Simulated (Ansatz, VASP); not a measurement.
# C: VASP beside Ansatz

```xyz
2
Lattice="0.0000 1.7834 1.7834 1.7834 0.0000 1.7834 1.7834 1.7834 0.0000" Properties=species:S:1:pos:R:3 pbc="T T T"
C     2.6751    2.6751    2.6751
C     1.7834    1.7834    1.7834
```

This isn't the form of C at room conditions, which is graphite.

Alike in both runs: task single point; functional PBE; k mesh 13 × 13 × 13; occupations gaussian, width 0.028 eV; no spin polarisation.

|  | VASP | Ansatz |
| --- | --- | --- |
| version | VASP 6.6.1 | Ansatz 0.2.0 |
| potentials or method | VASP PAW PBE potentials, release 64 (C) | Ansatz PAW |
| plane-wave cutoff (eV) | 520 | 420 |
| valence electrons in the cell | 8 | 8 |

Ansatz gave:

```
gap on the k mesh at the Fermi level (eV) : 4.15
least direct gap on the mesh (eV)         : 5.59
pressure (GPa)                            : 1.8
```

What did VASP give for the same quantities?

gap on the k mesh at the Fermi level (eV): 4.14; least direct gap on the mesh (eV): 5.59; pressure (GPa): 2.5.

Caveats: an odd mesh through Γ misses points on the zone boundary, where band edges often lie (VASP); odd divisions of the mesh miss points on the zone boundary, where band edges often lie, so the gap on the mesh can be too wide (Ansatz); the pressure holds a Pulay correction of +1.0 GPa for the finite cutoff (Ansatz).
